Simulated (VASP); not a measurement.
Mg2Si:

```
Si Mg
1.0
     0.00000    3.16500    3.16500
     3.16500    0.00000    3.16500
     3.16500    3.16500    0.00000
Si Mg
1 2
Direct
  0.00000 0.00000 0.00000
  0.25000 0.25000 0.25000
  0.75000 0.75000 0.75000
```

The cell was built by a generator and needn't be a form met in nature.

```yaml
Program: VASP 6.6.1
Task: relaxation of cell and atoms
Functional: PBE
Dispersion: D3(BJ)
Potentials_or_basis: VASP PAW PBE potentials, release 64 (Si, Mg)
Cutoff: 600 eV
k_mesh: 8 × 8 × 8
Occupations: gaussian, width 0.02 eV
Spin: no spin polarisation
```

At the start: pressure -1.6 GPa; volume 21.14 Å³/atom.

Question: Where does the relaxation end?

Answer: Over 3 steps the energy falls by 3.2 meV/atom and the volume is 20.53 Å³/atom (-2.9 %); space group Fm-3m (No. 225, to 0.05 Å).

Step by step:
| step | energy change (eV) | largest force (eV/Å) | pressure (GPa) | volume (Å³) |
| --- | --- | --- | --- | --- |
| 1 | 0.0000 | 0.0000 | -1.61 | 63.41 |
| 2 | -0.0094 | 0.0000 | 0.12 | 61.48 |
| 3 | -0.0095 | 0.0000 | 0.00 | 61.60 |

Final structure:
```
CELL_PARAMETERS angstrom
0.00000 3.13455 3.13455
3.13455 0.00000 3.13455
3.13455 3.13455 0.00000
ATOMIC_POSITIONS crystal
Si 0.00000 0.00000 0.00000
Mg 0.25000 0.25000 0.25000
Mg 0.75000 0.75000 0.75000
```
